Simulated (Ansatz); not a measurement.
Level of theory: Ansatz, DFT PBE, scalar-relativistic, plane waves, PAW. Cutoff 420 eV, Γ-centred meshes of about 0.25 Å⁻¹ or finer for metals and 0.3 Å⁻¹ for insulators (2π included), Gaussian smearing. No spin polarisation.

All energies are static (0 K, no zero-point motion).

Compare these two cells of HfC₅, each relaxed at this level.

1.

```xyz
6
Lattice="4.5960 0.0000 0.0000 -2.2980 3.9802 0.0000 0.0000 0.0000 3.1607" Properties=species:S:1:pos:R:3 pbc="T T T"
Hf    0.0000    0.0000    1.5804
C     2.9111    0.0000    0.0000
C    -1.4555    2.5211    0.0000
C     0.8424    1.4592    0.0000
C     0.0000    2.6535    0.0000
C     2.2980    1.3267    0.0000
```

2.

```xyz
12
Lattice="4.3254 0.0000 0.0000 0.0000 4.7970 0.0000 0.0000 0.0000 8.2382" Properties=species:S:1:pos:R:3 pbc="T T T"
Hf    0.0000    0.0000    4.1191
Hf    2.1627    2.3985    4.1191
C     1.4465    2.3985    0.0000
C     0.7160    3.5985    0.0000
C     1.4467    0.0000    0.0000
C     0.7160    1.1985    0.0000
C     2.8790    2.3985    0.0000
C     3.6094    1.1985    0.0000
C     2.8787    0.0000    0.0000
C     3.6094    3.5985    0.0000
C     2.1627    0.0000    4.1191
C     0.0000    2.3985    4.1191
```

Question: Which is lower in energy, and by how much?

Answer: Cell 2 is lower, by 98 meV/atom. Cell 1 has space group P-62m (No. 189), 9.6 Å³/atom and no gap on its mesh; cell 2 has space group Pmmm (No. 47), 14.2 Å³/atom and no gap. Counting C atoms around Hf (those within 1.25 times the shortest such distance or 1.15 times the sum of covalent radii, 1.27 where that leaves under three; a plus sign parts nearer from farther groups), cell 1 has Hf 6 and cell 2 has Hf 2+2. Cell 1 and cell 2 both hold C–C nets. Even the lower one lies +0.22 eV/atom against the reference forms of the elements (uncorrected), so neither is stable at this level. Both come from trial cells of a structure search.

Weakly bound directions are ill-defined at this level, which has no dispersion term (Pmmm), and this can change margins and order among such cells. Spin–orbit coupling, which can matter for Hf, is left out. Cells relaxed within their symmetry can be saddle points.
